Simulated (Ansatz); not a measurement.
# ZrN: the cost of one run

Method: DFT PBE, scalar-relativistic, plane waves, PAW, in Ansatz 0.2.0.

The COD entry's cell or inner coordinates are ideal or old and differ from later refinements, so a difference from it is no clean test against experiment.

## 1. Starting point

It takes space group Fm-3m (No. 225, cubic). Conventional cell: a = 4.600 Å, b = 4.600 Å, c = 4.600 Å, α = 90.00°, β = 90.00°, γ = 90.00°. Zr (site symmetry m-3m) has 6 N at 2.30 Å as nearest neighbours. N (site symmetry m-3m) has 6 Zr at 2.30 Å as nearest neighbours.

As a file:

```
CELL_PARAMETERS angstrom
0.00000 2.30000 2.30000
2.30000 0.00000 2.30000
2.30000 2.30000 0.00000
ATOMIC_POSITIONS crystal
Zr 0.50000 0.50000 0.50000
N 0.00000 0.00000 0.00000
```

The structure comes from the Crystallography Open Database.

(A quick probe on a coarse mesh, which set the mesh and smearing, is not shown.)

## 3. The listed cell as it stands

input.yaml reads:

```yaml
crystal:
  lattice:
    - [0.0, 2.3, 2.3]
    - [2.3, 0.0, 2.3]
    - [2.3, 2.3, 0.0]
  atoms:
    - { symbol: Zr, position: [0.5, 0.5, 0.5] }
    - { symbol: "N", position: [0.0, 0.0, 0.0] }
basis:
  ecutwfc: 420
kpoints:
  mp_grid: { grid: [16, 16, 16] }
hamiltonian:
  xc: pbe
scf:
  occupations: { method: gaussian, width: 0.1 }
output:
  forces: true
  stress: true
  eigenvalues: true
  populations: true
```

Run with:

```
$ ansatz run input.yaml --threads 1 --pin off --max-ram 2560MiB --backend cpu --events-out ev --progress --plain --runs-dir out
```

**Question.** How long does this run take on 1 thread of AMD EPYC, shared host, and how much memory does it need?

About 7.7 s, with a peak of 0.4 GiB.
